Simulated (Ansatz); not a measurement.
## BaTiO3: experiment and calculation

**The experiment to reproduce.**

From a printed reference work (data compilation), for a bulk crystal of BaTiO3 at 300 K: lattice constant a 3.9947 Å; lattice constant c 4.0336 Å.

How close the calculation comes is told at the end.

Level of theory: DFT PBE, scalar-relativistic, plane waves, PAW (Ansatz 0.2.0).

Plane waves to 420 eV, a k mesh through Γ of 8×8×8 on the computed 5-atom cell and Gaussian smearing (0.02 eV); no spin polarisation.

Relaxed structure:

```cif
data_structure
_symmetry_space_group_name_H-M 'P4mm'
_symmetry_Int_Tables_number 99
_cell_length_a 3.9854
_cell_length_b 3.9854
_cell_length_c 4.2015
_cell_angle_alpha 90.000
_cell_angle_beta 90.000
_cell_angle_gamma 90.000
_cell_volume 66.74
loop_
_atom_site_label
_atom_site_type_symbol
_atom_site_symmetry_multiplicity
_atom_site_Wyckoff_symbol
_atom_site_fract_x
_atom_site_fract_y
_atom_site_fract_z
_atom_site_occupancy
Ba1 Ba 1 a 0.00000 0.00000 0.98635 1
Ti1 Ti 1 b 0.50000 0.50000 0.46910 1
O1 O 1 b 0.50000 0.50000 0.03783 1
O2 O 2 c 0.50000 0.00000 0.51736 1
```

| Property | Result |
| --- | --- |
| Space group | P4mm (No. 99) |
| Volume per atom | 13.35 Å³ |
| Formation energy from the elements' standard states (uncorrected) | -3.102 eV/atom |
| Kohn–Sham band gap | 1.84 eV |
| Orbital (Löwdin) character of the top 1 eV of the valence band | O 2p 94 % |
| Orbital (Löwdin) character of the lowest 1 eV of the conduction band | Ti 3d 84 %, O 2p 12 % |
| Bader charge by site (e) | Ba (1 in the cell) 1.54, Ti (1 in the cell) 2.19, O (1 in the cell) -1.21, O (2 in the cell) -1.26 |

Spin-orbit coupling is left out, which matters for the bands of heavy elements.

A magnetic start lost its moments in a first run, so spin was left out; other magnetic orders weren't tried.

Against the measured lattice constant a of BaTiO3, 3.9947 Å (300 K; a printed reference work (data compilation)), the calculated 3.985 Å is off by -0.2 %. Measured lattice constant c of BaTiO3: 4.0336 Å (300 K; a printed reference work (data compilation)). This calculation gives 4.201 Å (+4.2 %). The calculation is for 0 K without zero-point motion.

It was relaxed from a cell as deposited in COD. Kohn–Sham gaps at this level usually fall short of measured ones. Löwdin shares on free-atom orbitals overweight diffuse shells in the empty bands.
